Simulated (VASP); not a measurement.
# AlN (P6_3/mmc) in VASP: notebook, part 2 of 2

VASP 6.6.1.

### Step 3. RPA correlation energy, PBE (volume scaled by 0.96)

POSCAR reads:

```
AlN
1.0
    3.2673519336      0.0000000000      0.0000000000
   -1.6336759668      2.8296097776      0.0000000000
    0.0000000000      0.0000000000      4.1309673730
Al N
2 2
Direct
    0.6666666667      0.3333333333      0.2500000000
    0.3333333333      0.6666666667      0.7500000000
    0.6666666667      0.3333333333      0.7500000000
    0.3333333333      0.6666666667      0.2500000000
```

INCAR.step1 reads:

```
SYSTEM = AlN
ALGO = Normal
EDIFF = 1E-8
ENCUT = 400
GGA = PE
ISMEAR = 0
LASPH = .True.
LCHARG = .False.
LREAL = .False.
LWAVE = .True.
NELM = 60
PREC = Accurate
SIGMA = 0.05
```

INCAR.step2 reads:

```
SYSTEM = AlN
AEXX = 1.0
AGGAC = 0.0
ALDAC = 0.0
ALGO = EIGENVAL
EDIFF = 1E-8
ENCUT = 400
GGA = PE
ISMEAR = 0
ISTART = 1
LASPH = .True.
LCHARG = .False.
LHFCALC = .True.
LREAL = .False.
LWAVE = .False.
NELM = 1
PREC = Accurate
PRECFOCK = Fast
SIGMA = 0.05
```

INCAR.step3 reads:

```
SYSTEM = AlN
ALGO = Exact
EDIFF = 1E-8
ENCUT = 400
GGA = PE
ISMEAR = 0
ISTART = 1
LASPH = .True.
LCHARG = .False.
LOPTICS = .True.
LREAL = .False.
LWAVE = .True.
NBANDS = 721
NELM = 1
PREC = Accurate
SIGMA = 0.05
```

INCAR.step4 reads:

```
SYSTEM = AlN
ALGO = ACFDT
EDIFF = 1E-8
ENCUT = 400
ENCUTGW = 250
GGA = PE
ISMEAR = 0
ISTART = 1
LASPH = .True.
LCHARG = .False.
LREAL = .False.
LWAVE = .False.
NBANDS = 721
NELM = 60
NOMEGA = 8
PREC = Accurate
PRECFOCK = Fast
SIGMA = 0.05
```

KPOINTS reads:

```
k-points
0
Gamma
  4 4 3
  0 0 0
```

Potentials or basis: VASP PAW PBE potentials, release 64 (Al_GW, N_GW).

The run is started by

```bash
$ cat potpaw_PBE.64/Al_GW/POTCAR potpaw_PBE.64/N_GW/POTCAR > POTCAR
$ cp INCAR.step1 INCAR
$ mpirun -np 1 vasp_std > vasp.out
$ cp INCAR.step2 INCAR
$ mpirun -np 1 vasp_std > vasp.out
$ cp INCAR.step3 INCAR
$ mpirun -np 1 vasp_std > vasp.out
$ cp INCAR.step4 INCAR
$ mpirun -np 1 vasp_std > vasp.out
```

OUTCAR:

```text
SYSTEM = AlN
   EDIFF = 1E-8
   ENCUT = 400
   ENCUTGW = 250
   GGA = PE
   ISMEAR = 0
   ISTART = 1
   LASPH = .True.
   LREAL = .False.
   NELM = 60
   PREC = Accurate
   PRECFOCK = Fast

 ion  position               nearest neighbor table
   1  0.667  0.333  0.250-   4 1.89   4 1.89   4 1.89   3 2.07   3 2.07
   2  0.333  0.667  0.750-   3 1.89   3 1.89   3 1.89   4 2.07   4 2.07
   3  0.667  0.333  0.750-   2 1.89   2 1.89   2 1.89   1 2.07   1 2.07
   4  0.333  0.667  0.250-   1 1.89   1 1.89   1 1.89   2 2.07   2 2.07

  LATTYP: Found a hexagonal cell.
 ALAT       =     3.2673519336
 C/A-ratio  =     1.2643166261

  Lattice vectors:

 A1 = (   3.2673519336,   0.0000000000,   0.0000000000)
 A2 = (  -1.6336759668,   2.8296097776,   0.0000000000)
 A3 = (   0.0000000000,   0.0000000000,   4.1309673730)

Analysis of symmetry for initial positions (statically):
=====================================================================
 Subroutine PRICEL returns:
 Original cell was already a primitive cell.

 Routine SETGRP: Setting up the symmetry group for a
 hexagonal supercell.

 Subroutine GETGRP returns: Found 24 space group operations
 (whereof 12 operations were pure point group operations)
 out of a pool of 24 trial point group operations.

The static configuration has the point symmetry D_3d.
 The point group associated with its full space group is D_6h.

Analysis of symmetry for dynamics (positions and initial velocities):
=====================================================================
 Subroutine PRICEL returns:
 Original cell was already a primitive cell.

 Routine SETGRP: Setting up the symmetry group for a
 hexagonal supercell.

 Subroutine GETGRP returns: Found 24 space group operations
 (whereof 12 operations were pure point group operations)
 out of a pool of 24 trial point group operations.

The dynamic configuration has the point symmetry D_3d.
 The point group associated with its full space group is D_6h.

 Subroutine INISYM returns: Found 24 space group operations
[... 69 lines left out ...]
   dimension x,y,z NGX =    24 NGY =   24 NGZ =   28
   dimension x,y,z NGXF=    48 NGYF=   48 NGZF=   56
   ions per type =               2   2
   NGX,Y,Z   is equivalent  to a cutoff of  12.21, 12.21, 11.27 a.u.
   NGXF,Y,Z  is equivalent  to a cutoff of  24.42, 24.42, 22.54 a.u.
 SYSTEM =  AlN
   PREC   = accura    normal or accurate (medium, high low for compatibility)
   ISTART =      1    job   : 0-new  1-cont  2-samecut
   ICHARG =      0    charge: 1-file 2-atom 10-const
   ISPIN  =      1    spin polarized calculation?
   LNONCOLLINEAR =      F non collinear calculations
   LSORBIT =      F    spin-orbit coupling
   LASPH  =      T    aspherical Exc in radial PAW
   ENCUT  =  400.0 eV  29.40 Ry    5.42 a.u.   5.33  5.33  6.74*2*pi/ulx,y,z
   NELM   =     60;   NELMIN=  2; NELMDL=  0     # of ELM steps
   EDIFF  = 0.1E-07   stopping-criterion for ELM
   LREAL  =      F    real-space projection
   EDIFFG = 0.1E-06   stopping-criterion for IOM
   NSW    =      0    number of steps for IOM
   IBRION =     -1    ionic relax: 0-MD 1-quasi-New 2-CG
   NFREE  =      0    steps in history (QN), initial steepest desc. (CG)
   ISIF   =      0    stress and relaxation
   ISYM   =      3    0-nonsym 1-usesym 2-fastsym
   POTIM  = 0.5000    time-step for ionic-motion
   TEBEG  =    0.0;   TEEND  =   0.0 temperature during run
   PSTRESS=    0.0 pullay stress
   NELECT =      16.0000    total number of electrons
   NUPDOWN=      -1.0000    fix difference up-down
   EMIN   =  10.00;   EMAX   =-10.00  energy-range for DOS
   EFERMI =   0.00;   METHOD = LEGACY
   ISMEAR =     0;   SIGMA  =   0.05  broadening in eV -4-tet -1-fermi 0-gaus
   EFERMI_NEDOS =   21; number of points for ismear=-14 and -15
   IALGO  =     38    algorithm
   IMIX   =      4    mixing-type and parameters
     AMIX     =   0.40;   BMIX     =  1.00
     AMIX_MAG =   1.60;   BMIX_MAG =  1.00
  volume/ion in A,a.u.               =       9.55        64.43
  Fermi-wavevector in a.u.,A,eV,Ry     =   1.224964  2.314847 20.416051  1.500537
  Thomas-Fermi vector in A             =   2.360020
   LORBIT       =      0    0 simple, 1 ext, 2 COOP (PROOUT), +10 PAW based schemes
   GGA     = PE    functional components
   LHFCALC =     T    Hartree Fock is set to
   PRECFOCK=fast      Normal, Fast or Accurate (Low or Medium for compatibility)
   ENCUT4O =  -1.0   cutoff for four orbital integrals eV
   NKREDX  =     1    reduce k-point grid by
   NKREDY  =     1    reduce k-point grid by
   NKREDZ  =     1    reduce k-point grid by
   AEXX    =    1.0000 exact exchange contribution
   HFSCREEN=    0.0000 screening length (either q_TF or 0.3 A-1)
   HFSCREENC=   0.0000 screening length for correlation (either q_TF or 0.3 A-1)
   ENCUTFOCK=  -1.0 apply spherical cutoff to Coloumb kernel
   IVDW    =     0    specifies the selected vdW correction
   LEPSILON=     F    determine dielectric tensor
   LRPA    =     F    only Hartree local field effects (RPA)
   LRPAFORCE           =     F    calculate RPA forces
   ENCUTGW             = 250.0    cutoff for response function in eV
   ENCUTGWSOFT         = 200.0    soft cutoff for Coulomb kernel in GW response function in eV
   ENCUTLF             =  -1.0    cutoff for local field effects
   NELMGW              =     1    number of iterations in solving QP/BSE equation
   NELMHF              =     1    number of iterations in the inner HF iteration
   NKREDLFX            =     1    NKREDLFY  =   1   NKREDLFZ  =   1
 non-spin polarized calculation
 Gauss-broadening in eV      SIGMA  =   0.05
  energy-cutoff  :      400.00
  volume of cell :       38.19
 maximum number of plane-waves:       721
 NGX is ok and might be reduce to    24
  NGX = 12; NGY = 12; NGZ = 16
   NGX = 11   NGY = 11   NGZ = 13
 maximum number of plane-waves:       352

      cutoff energy     smooth cutoff   RPA   correlation   Hartree contr. to MP2
---------------------------------------------------------------------------------
            250.000           200.000      -23.9765824217      -37.5695625104
            238.095           190.476      -23.8300294827      -37.4058892124
            226.757           181.406      -23.6726603912      -37.2281135434
            215.959           172.768      -23.5039427151      -37.0350669096
            205.676           164.541      -23.3224911897      -36.8247397217
            195.882           156.705      -23.1285878415      -36.5970247012
            186.554           149.243      -22.9242055804      -36.3537550318
            177.670           142.136      -22.7047116639      -36.0889810429
  linear regression
  converged value                          -25.8760386472      -39.7896961454
```

OUTCAR.step1:

```text
SYSTEM = AlN
   EDIFF = 1E-8
   ENCUT = 400
   GGA = PE
   ISMEAR = 0
   LASPH = .True.
   LREAL = .False.
   NELM = 60
[... 332 lines left out ...]
     -0.00000      1.88641      3.09823         0.000000     -0.000000      0.000000
      1.63368      0.94320      3.09823        -0.000000      0.000000      0.000000
     -0.00000      1.88641      1.03274         0.000000     -0.000000      0.000000
 -----------------------------------------------------------------------------------
    total drift:                               -0.000000      0.000000     -0.000000

  FREE ENERGIE OF THE ION-ELECTRON SYSTEM (eV)
  ---------------------------------------------------
  free  energy   TOTEN  =       -29.2269617321 eV

  energy  without entropy=      -29.2269617321  energy(sigma->0) =      -29.22696173
```

OUTCAR.step2:

```text
SYSTEM = AlN
   AEXX = 1.0
   EDIFF = 1E-8
   ENCUT = 400
   GGA = PE
   ISMEAR = 0
[... 337 lines left out ...]
      1.63368      0.94320      1.03274         0.000000     -0.000000     -0.000000
     -0.00000      1.88641      3.09823        -0.000000      0.000000     -0.000000
      1.63368      0.94320      3.09823        -0.000000      0.000000      0.000000
     -0.00000      1.88641      1.03274         0.000000     -0.000000     -0.000000
 -----------------------------------------------------------------------------------
    total drift:                               -0.000000      0.000000      0.000000

  FREE ENERGIE OF THE ION-ELECTRON SYSTEM (eV)
  ---------------------------------------------------
  free  energy   TOTEN  =       -50.9611593797 eV

  energy  without entropy=      -50.9611593797  energy(sigma->0) =      -50.96115938
```

Wall time 9.1 min (1 thread of Intel Xeon Platinum 8375C at 2.90GHz (Ice Lake), shared host); peak memory 0.59 GiB.

The run converged, but a check on its numbers failed (symmetry, net force, bounds or a known fault of this set-up), so they aren't taken as properties of the crystal.

Caveat: the k mesh is coarse (spacing up to 0.56 Å⁻¹), so the values aren't converged; the cutoff lies under the usual one of these potentials, so the numbers hold a large basis-set error; an odd mesh through Γ misses points on the zone boundary, where band edges often lie.

### Step 4. Band structure, PBE+TS-HI (volume scaled by 0.88)

run.py reads:

```python
from ase.calculators.vasp import Vasp
from ase.dft.bandgap import bandgap
from ase.spacegroup import crystal

atoms = crystal(
    ['Al', 'N'],
    basis=[[0.6666666667, 0.3333333333, 0.25], [0.6666666667, 0.3333333333, 0.75]],
    spacegroup=194,
    setting=1,
    cellpar=[3.17394743, 3.17394743, 4.0128745, 90.0, 90.0, 120.0],
    primitive_cell=True,
)
calc = Vasp(
    directory='calc',
    xc='pbe',
    pp='PBE',
    setups={'base': 'minimal', 'N': '_s'},
    prec='Accurate',
    encut=400,
    ediff=1e-07,
    ismear=-1,
    sigma=0.02,
    lreal=False,
    lasph=True,
    nelm=100,
    algo='Fast',
    isif=2,
    lwave=False,
    lcharg=True,
    ivdw=21,
    kpts=[11, 11, 9],
    gamma=True,
)
atoms.calc = calc

print('energy (eV):', atoms.get_potential_energy())
print('free energy (eV):', atoms.get_potential_energy(force_consistent=True))
efermi = calc.get_fermi_level()
print('Fermi level (eV):', efermi)
path = atoms.cell.bandpath(npoints=40, eps=1e-4)
print('path:', path.path)
calc.set(kpts=path.kpts, reciprocal=True, icharg=11, isym=0, lcharg=False)
calc.calculate(atoms)
print('gap on the path (eV):', bandgap(calc, efermi=efermi)[0])
print('direct gap on the path (eV):', bandgap(calc, efermi=efermi, direct=True)[0])
```

Potentials or basis: VASP PAW PBE potentials, release 64 (Al, N_s).

The run is started by

```bash
$ python run.py
```

It took 1.7 min on 1 thread of Intel Xeon Platinum 8488C (Sapphire Rapids), shared host; peak memory 0.13 GiB.

Results (log left out):

```yaml
Band_gap_along_the_path: 4.23 eV, direct
Dispersion_energy_per_atom: -0.141 eV
```

Levels at the corners of the path, in eV from the Fermi level:
```csv
point,band 4,band 5,band 6,band 7,band 8,band 9,band 10,band 11,band 12
Γ,-4.03,-4.03,-2.25,-2.25,-0.37,3.86,5.13,8.61,8.61
M,-5.68,-5.35,-4.94,-3.68,-1.96,3.87,7.02,7.94,9.03
K,-5.12,-5.12,-4.61,-4.61,-3.18,4.63,6.03,9.87,9.87
Γ,-4.03,-4.03,-2.25,-2.25,-0.37,3.86,5.13,8.61,8.61
A,-4.32,-3.18,-3.18,-3.18,-3.18,6.10,6.10,8.70,8.70
L,-8.33,-3.99,-3.99,-2.40,-2.40,5.12,5.12,9.94,9.94
H,-7.82,-6.17,-6.17,-1.35,-1.35,6.83,6.83,8.71,8.71
A,-4.32,-3.18,-3.18,-3.18,-3.18,6.10,6.10,8.70,8.70
L,-8.33,-3.99,-3.99,-2.40,-2.40,5.12,5.12,9.94,9.94
M,-5.68,-5.35,-4.94,-3.68,-1.96,3.87,7.02,7.94,9.03
K,-5.12,-5.12,-4.61,-4.61,-3.18,4.63,6.03,9.87,9.87
H,-7.82,-6.17,-6.17,-1.35,-1.35,6.83,6.83,8.71,8.71
```

Caveat: the log is that of the step along the path at fixed density, whose energy, stress, charges and moments have no meaning.
